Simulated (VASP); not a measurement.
# InAs (F-43m) in VASP: further runs

One crystal, InAs, is run at these levels: PBE; tasks: relaxation of cell and atoms.

All numbers are computed with VASP 6.6.1; they aren't measurements. Logs are shortened: lines on timing, memory, paths and dates and some standing lists are left out, and cuts for length are marked.

## Step 1: The structure

It takes space group F-43m (No. 216, cubic). Conventional cell: a = 6.036 Å, b = 6.036 Å, c = 6.036 Å, α = 90.00°, β = 90.00°, γ = 90.00°. Around In (site symmetry -43m) lie 4 As at 2.61 Å. As (site symmetry -43m) is surrounded by 4 In at 2.61 Å.

## Step 2: Relaxation of cell and atoms, PBE, non-collinear spin, zero start, spin-orbit coupling

Input file INCAR:

```
SYSTEM = InAs
PREC = Accurate ; ENCUT = 520
EDIFF = 1E-7 ; ISMEAR = 0
SIGMA = 0.02 ; LREAL = .False.
LASPH = .True. ; NELM = 80
ALGO = Normal ; ISIF = 3
LWAVE = .False. ; LCHARG = .False.
LNONCOLLINEAR = .True. ; MAGMOM = 0 0 0 0 0 0
LORBIT = 11 ; LSORBIT = .True.
GGA_COMPAT = .False. ; GGA = PE
IBRION = 2 ; NSW = 80
EDIFFG = -0.002 ; KPAR = 4
```

Input file KPOINTS:

```
regular mesh
0
Gamma
  10 10 10
  0 0 0
```

Input file POSCAR:

```
InAs
1.0
    0.0000000000      3.0180000000      3.0180000000
    3.0180000000      0.0000000000      3.0180000000
    3.0180000000      3.0180000000      0.0000000000
In As
1 1
Direct
    0.0000000000      0.0000000000      0.0000000000
    0.2500000000      0.2500000000      0.2500000000
```

Potentials or basis: VASP PAW PBE potentials, release 64 (In_d, As).

On the command line:

```
> cat potpaw_PBE.64/In_d/POTCAR potpaw_PBE.64/As/POTCAR > POTCAR
> mpirun -np 4 vasp_ncl > vasp.out
```

OUTCAR:

```text
SYSTEM = InAs
   PREC = Accurate
   ENCUT = 520
   EDIFF = 1E-7
   ISMEAR = 0
   LREAL = .False.
   LASPH = .True.
   NELM = 80
   ISIF = 3
   LNONCOLLINEAR = .True.
   LORBIT = 11
   LSORBIT = .True.
   GGA = PE
   IBRION = 2
   NSW = 80
   EDIFFG = -0.002

 ion  position               nearest neighbor table
   1  0.000  0.000  0.000-   2 2.61   2 2.61   2 2.61   2 2.61
   2  0.250  0.250  0.250-   1 2.61   1 2.61   1 2.61   1 2.61

  LATTYP: Found a face centered cubic cell.
 ALAT       =     6.0360000000

  Lattice vectors:

 A1 = (   0.0000000000,   3.0180000000,   3.0180000000)
 A2 = (   3.0180000000,   0.0000000000,   3.0180000000)
 A3 = (   3.0180000000,   3.0180000000,   0.0000000000)

Analysis of symmetry for initial positions (statically):
=====================================================================
 Subroutine PRICEL returns:
 Original cell was already a primitive cell.

 Routine SETGRP: Setting up the symmetry group for a
 face centered cubic supercell.

 Subroutine GETGRP returns: Found 24 space group operations
 (whereof 24 operations were pure point group operations)
 out of a pool of 48 trial point group operations.

The static configuration has the point symmetry T_d .

Analysis of symmetry for dynamics (positions and initial velocities):
=====================================================================
 Subroutine PRICEL returns:
 Original cell was already a primitive cell.

 Routine SETGRP: Setting up the symmetry group for a
 face centered cubic supercell.

 Subroutine GETGRP returns: Found 24 space group operations
 (whereof 24 operations were pure point group operations)
 out of a pool of 48 trial point group operations.

The dynamic configuration has the point symmetry T_d .

Analysis of structural, dynamic, and magnetic symmetry:
=====================================================================
 Subroutine PRICEL returns:
 Original cell was already a primitive cell.

 Routine SETGRP: Setting up the symmetry group for a
 face centered cubic supercell.

 Subroutine GETGRP returns: Found 24 space group operations
 (whereof 24 operations were pure point group operations)
 out of a pool of 48 trial point group operations.

The overall configuration has the point symmetry T_d .

 Subroutine INISYM returns: Found 24 space group operations
 (whereof 24 operations are pure point group operations),
 and found     1 'primitive' translations

----------------------------------------------------------------------------------------

                                     Primitive cell

  volume of cell :      54.9778

  direct lattice vectors                    reciprocal lattice vectors
     0.000000000  3.018000000  3.018000000    -0.165672631  0.165672631  0.165672631
     3.018000000  0.000000000  3.018000000     0.165672631 -0.165672631  0.165672631
     3.018000000  3.018000000  0.000000000     0.165672631  0.165672631 -0.165672631

  length of vectors
     4.268096531  4.268096531  4.268096531     0.286953414  0.286953414  0.286953414

  position of ions in fractional coordinates (direct lattice)
     0.000000000  0.000000000  0.000000000
     0.250000000  0.250000000  0.250000000

  ion indices of the primitive-cell ions
   primitive index   ion index
                 1           1
                 2           2

----------------------------------------------------------------------------------------

 KPOINTS: regular mesh

Automatic generation of k-mesh.
 Grid dimensions read from file:
 generate k-points for:   10   10   10

 Generating k-lattice:

  Cartesian coordinates                     Fractional coordinates (reciprocal lattice)
    -0.016567263  0.016567263  0.016567263     0.100000000  0.000000000  0.000000000
     0.016567263 -0.016567263  0.016567263     0.000000000  0.100000000  0.000000000
     0.016567263  0.016567263 -0.016567263     0.000000000  0.000000000  0.100000000

  Length of vectors
     0.028695341  0.028695341  0.028695341

[... 60 lines left out ...]
   ISYM   =      2    0-nonsym 1-usesym 2-fastsym
   POTIM  = 0.5000    time-step for ionic-motion
   TEBEG  =    0.0;   TEEND  =   0.0 temperature during run
   PSTRESS=    0.0 pullay stress
   NELECT =      18.0000    total number of electrons
   NUPDOWN=      -1.0000    fix difference up-down
   EMIN   =  10.00;   EMAX   =-10.00  energy-range for DOS
   EFERMI =   0.00;   METHOD = LEGACY
   ISMEAR =     0;   SIGMA  =   0.02  broadening in eV -4-tet -1-fermi 0-gaus
   EFERMI_NEDOS =   21; number of points for ismear=-14 and -15
   IALGO  =     38    algorithm
   IMIX   =      4    mixing-type and parameters
     AMIX     =   0.40;   BMIX     =  1.00
     AMIX_MAG =   1.60;   BMIX_MAG =  1.00
  volume/ion in A,a.u.               =      27.49       185.50
  Fermi-wavevector in a.u.,A,eV,Ry     =   1.128331  2.132236 17.321990  1.273130
  Thomas-Fermi vector in A             =   2.265020
   LORBIT       =     11    0 simple, 1 ext, 2 COOP (PROOUT), +10 PAW based schemes
   GGA     = PE    functional components
   LHFCALC =     F    Hartree Fock is set to
   AEXX    =    0.0000 exact exchange contribution
   IVDW    =     0    specifies the selected vdW correction
   LEPSILON=     F    determine dielectric tensor
   LRPA    =     F    only Hartree local field effects (RPA)
 conjugate gradient relaxation of ions
 Gauss-broadening in eV      SIGMA  =   0.02
  energy-cutoff  :      520.00
  volume of cell :       54.98
 maximum number of plane-waves:      2988
   NGX = 15   NGY = 15   NGZ = 15

--------------------------------------- Ionic step        1  -------------------------------------------

 number of electron      17.9999991 magnetization       0.0000000     -0.0000000      0.0000000

 number of electron      17.9999991 magnetization      -0.0000000      0.0000000     -0.0000000

 number of electron      17.9999991 magnetization       0.0000000      0.0000000      0.0000000

 Free energy of the ion-electron system (eV)
  ---------------------------------------------------
  ext. energy  EPLUGINS =         0.00000000
  ---------------------------------------------------
  free energy    TOTEN  =        -7.71363388 eV

  energy without entropy =       -7.71361131  energy(sigma->0) =       -7.71362260

 E-fermi :   4.6741     XC(G=0):  -9.1166

 val. band max:        4.6740716470   @ k =   0.0000   0.0000   0.0000
 cond. band min:       4.6740717873   @ k =   0.0000   0.0000   0.0000
 fundamental gap:      0.0000001403
 Fermi energy:         4.6740717170

 k-point     1 :       0.0000    0.0000    0.0000
  band No.  band energies     occupation
      1     -10.2965      1.00000
      2     -10.2965      1.00000
      3     -10.2965      1.00000
      4     -10.2965      1.00000
      5      -9.5069      1.00000
      6      -9.5069      1.00000
[... 890 lines left out ...]
 number of electron      18.0000010 magnetization      -0.0000000     -0.0000000     -0.0000000

 number of electron      18.0000010 magnetization      -0.0000000      0.0000000     -0.0000000

 Free energy of the ion-electron system (eV)
  ---------------------------------------------------
  ext. energy  EPLUGINS =         0.00000000
  ---------------------------------------------------
  free energy    TOTEN  =        -7.76690692 eV

  energy without entropy =       -7.76688435  energy(sigma->0) =       -7.76689563

 E-fermi :   3.9438     XC(G=0):  -8.7929

 val. band max:        3.9438391961   @ k =   0.0000   0.0000   0.0000
 cond. band min:       3.9438393516   @ k =   0.0000   0.0000   0.0000
 fundamental gap:      0.0000001554
 Fermi energy:         3.9438392730

 k-point     1 :       0.0000    0.0000    0.0000
  band No.  band energies     occupation
      1     -10.8995      1.00000
      2     -10.8995      1.00000
      3     -10.8995      1.00000
      4     -10.8995      1.00000
      5     -10.0954      1.00000
      6     -10.0954      1.00000
[... 716 lines left out ...]
  FREE ENERGIE OF THE ION-ELECTRON SYSTEM (eV)
  ---------------------------------------------------
  free  energy   TOTEN  =        -7.7669069177 eV

  energy  without entropy=       -7.7668843501  energy(sigma->0) =       -7.76689563

 reached required accuracy - stopping structural energy minimisation

 Spin-Orbit-Coupling matrix elements

 Ion:    1  E_soc:     -0.0710902
 l=   1
     0.0000000    -0.0054529    -0.0054529
    -0.0054529     0.0000000    -0.0054529
    -0.0054529    -0.0054529     0.0000000
 l=   2
     0.0000000    -0.0012863     0.0000000    -0.0012863    -0.0051092
    -0.0012863     0.0000000    -0.0038319    -0.0012863    -0.0012773
     0.0000000    -0.0038319     0.0000000    -0.0038319     0.0000000
    -0.0012863    -0.0012863    -0.0038319     0.0000000    -0.0012773
    -0.0051092    -0.0012773     0.0000000    -0.0012773     0.0000000
 l=   3
     0.0000000     0.0000000     0.0000000     0.0000000     0.0000000     0.0000000     0.0000000
     0.0000000     0.0000000     0.0000000     0.0000000     0.0000000     0.0000000     0.0000000
     0.0000000     0.0000000     0.0000000     0.0000000     0.0000000     0.0000000     0.0000000
     0.0000000     0.0000000     0.0000000     0.0000000     0.0000000     0.0000000     0.0000000
     0.0000000     0.0000000     0.0000000     0.0000000     0.0000000     0.0000000     0.0000000
     0.0000000     0.0000000     0.0000000     0.0000000     0.0000000     0.0000000     0.0000000
     0.0000000     0.0000000     0.0000000     0.0000000     0.0000000     0.0000000     0.0000000

 Ion:    2  E_soc:     -0.0269245
 l=   1
     0.0000000    -0.0044856    -0.0044856
    -0.0044856     0.0000000    -0.0044856
    -0.0044856    -0.0044856     0.0000000
 l=   2
     0.0000000    -0.0000009     0.0000000    -0.0000009    -0.0000009
    -0.0000009     0.0000000    -0.0000007    -0.0000009    -0.0000002
     0.0000000    -0.0000007     0.0000000    -0.0000007     0.0000000
    -0.0000009    -0.0000009    -0.0000007     0.0000000    -0.0000002
    -0.0000009    -0.0000002     0.0000000    -0.0000002     0.0000000
 l=   3
     0.0000000     0.0000000     0.0000000     0.0000000     0.0000000     0.0000000     0.0000000
     0.0000000     0.0000000     0.0000000     0.0000000     0.0000000     0.0000000     0.0000000
     0.0000000     0.0000000     0.0000000     0.0000000     0.0000000     0.0000000     0.0000000
     0.0000000     0.0000000     0.0000000     0.0000000     0.0000000     0.0000000     0.0000000
     0.0000000     0.0000000     0.0000000     0.0000000     0.0000000     0.0000000     0.0000000
     0.0000000     0.0000000     0.0000000     0.0000000     0.0000000     0.0000000     0.0000000
     0.0000000     0.0000000     0.0000000     0.0000000     0.0000000     0.0000000     0.0000000

 total charge

# of ion       s       p       d       tot
------------------------------------------
    1        0.850   0.671   9.880  11.401
    2        1.226   1.526   0.019   2.770
--------------------------------------------------
tot          2.076   2.196   9.899  14.171

 magnetization (x)

# of ion       s       p       d       tot
------------------------------------------
    1       -0.000   0.000  -0.000  -0.000
    2        0.000  -0.000  -0.000  -0.000
--------------------------------------------------
tot         -0.000   0.000  -0.000  -0.000

 magnetization (y)

# of ion       s       p       d       tot
------------------------------------------
    1        0.000   0.000   0.000   0.000
    2        0.000   0.000  -0.000  -0.000
--------------------------------------------------
tot          0.000   0.000  -0.000   0.000

 magnetization (z)

# of ion       s       p       d       tot
------------------------------------------
    1       -0.000  -0.000   0.000  -0.000
    2        0.000  -0.000  -0.000  -0.000
--------------------------------------------------
tot         -0.000  -0.000   0.000  -0.000
```

It took 2 min on 4 MPI ranks of Intel Xeon 6975P-C (Granite Rapids), shared host; peak memory 0.42 GiB.

Results:

| Item | Value |
| --- | --- |
| Free energy | -7.7669 eV |
| Relaxed volume | 29.62 Å³/atom |
| Relaxed cell | a = 4.375 Å, b = 4.375 Å, c = 4.375 Å, α = 60.00°, β = 60.00°, γ = 60.00° |
| Space group after relaxing (to 0.05 Å) | F-43m (No. 216) |
| Energy gained by relaxing | 26.6 meV/atom |
| Ionic steps | 6 |
| Pressure after relaxing | 0.0 GPa |
| Net moment | 0.00 μB per cell |
| Valence electrons inside the program's atomic spheres | In 11.40; As 2.77 |

The path:
| step | energy change (eV) | largest force (eV/Å) | pressure (GPa) | volume (Å³) |
| --- | --- | --- | --- | --- |
| 1 | 0.0000 | 0.0000 | 4.32 | 54.98 |
| 2 | -0.0449 | 0.0000 | -1.39 | 61.09 |
| 3 | -0.0533 | 0.0000 | 0.02 | 59.22 |
| 4 | -0.0533 | 0.0000 | -0.06 | 59.30 |
| 5 | -0.0533 | 0.0000 | 0.01 | 59.22 |
| 6 | -0.0533 | 0.0000 | 0.00 | 59.23 |

Final structure:
```
CELL_PARAMETERS angstrom
0.00000 3.09388 3.09388
3.09388 0.00000 3.09388
3.09388 3.09388 0.00000
ATOMIC_POSITIONS crystal
In 0.00000 0.00000 0.00000
As 0.25000 0.25000 0.25000
```

Moments on the atoms (μB; x, y, z):
```
In  0.00 0.00 0.00
As  0.00 0.00 0.00
```

PBE usually gives volumes a little too large and moduli too small. Zero-point motion and thermal expansion aren't in these numbers.

## Step 3: Relaxation of cell and atoms, PBE, non-collinear spin, zero start, spin-orbit coupling

This run uses another cell than the first one, of 29.62 Å³/atom, 1.077 times its volume.

INCAR is that of step 2.

KPOINTS is that of step 2.

Input file POSCAR:

```
InAs                                    
1.0
   -0.0000000000      3.0938838807      3.0938838807
    3.0938838807     -0.0000000000      3.0938838807
    3.0938838807      3.0938838807     -0.0000000000
  In              As            
     1     1
Direct
     1.0000000000000000    0.0000000000000000    0.0000000000000000
     0.2500000000000000    0.2500000000000000    0.2500000000000000
```

Potentials or basis: VASP PAW PBE potentials, release 64 (In_d, As).

On the command line:

```
> cat potpaw_PBE.64/In_d/POTCAR potpaw_PBE.64/As/POTCAR > POTCAR
> mpirun -np 4 vasp_ncl > vasp.out
```

Run time: 40 s. Hardware: 4 MPI ranks of Intel Xeon 6975P-C (Granite Rapids), shared host; peak memory 0.51 GiB.

The run converged. Its results:

```
Free energy                                           : -7.7677 eV
Pressure after relaxing                               : 0.0 GPa
Net moment                                            : 0.00 μB per cell
Valence electrons inside the program's atomic spheres : In 11.40; As 2.77
```

Final structure:
```cif
data_structure
_symmetry_space_group_name_H-M 'P 1'
_symmetry_Int_Tables_number 1
_cell_length_a 4.3754
_cell_length_b 4.3754
_cell_length_c 4.3754
_cell_angle_alpha 60.000
_cell_angle_beta 60.000
_cell_angle_gamma 60.000
_cell_volume 59.23
loop_
_atom_site_label
_atom_site_type_symbol
_atom_site_fract_x
_atom_site_fract_y
_atom_site_fract_z
_atom_site_occupancy
In1 In 0.00000 0.00000 0.00000 1
As1 As 0.25000 0.25000 0.25000 1
```

Moments on the atoms (μB; x, y, z):
```
In  0.00 0.00 0.00
As  0.00 0.00 0.00
```

Caveat: the relaxation stopped at its first step, so nothing moved.
